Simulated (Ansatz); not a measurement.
Cells of relaxed bulk SiNi3 (Pm-3m, 10.37 Å³/atom, gap on the mesh 0.00 eV) whose upper half is shifted onto another sublattice; atoms and the cell's height are relaxed. Energies are the mean of the cell's two boundaries over the bulk on a matched mesh.

Computed with Ansatz, DFT PBEsol, scalar-relativistic, plane waves, PAW.

Cutoff 420 eV, Gaussian smearing of 0.10 eV, energies at zero smearing, symmetry of each start kept, no spin polarisation.

| start | atoms | k mesh | boundary energy (mJ/m²) | boundary energy on a denser mesh (mJ/m²) | excess width (Å) | gap on the mesh (eV) | denser mesh |
| --- | --- | --- | --- | --- | --- | --- | --- |
| (001), shift by [0.5, 0.5, 0] of the cube | 16 | 10×10×3 | 577 | 575 | -0.01 | 0 | 16×16×6 |
| (001), shift by [0.5, 0, 0.5] of the cube | 16 | 10×10×3 | 823 | 821 | 0.05 | 0 | 16×16×6 |

Spin polarisation was left out, and a magnetic state may lie lower.

Small energy differences in metals hang on the k mesh (about 10 mJ/m² or 1 to 2 meV/atom on the mesh of the relaxation).

Cost: 2 runs of about 35 core-minutes in all, on Intel Xeon Processor @ 2.50GHz (Skylake/Cascade Lake) (shared hosts).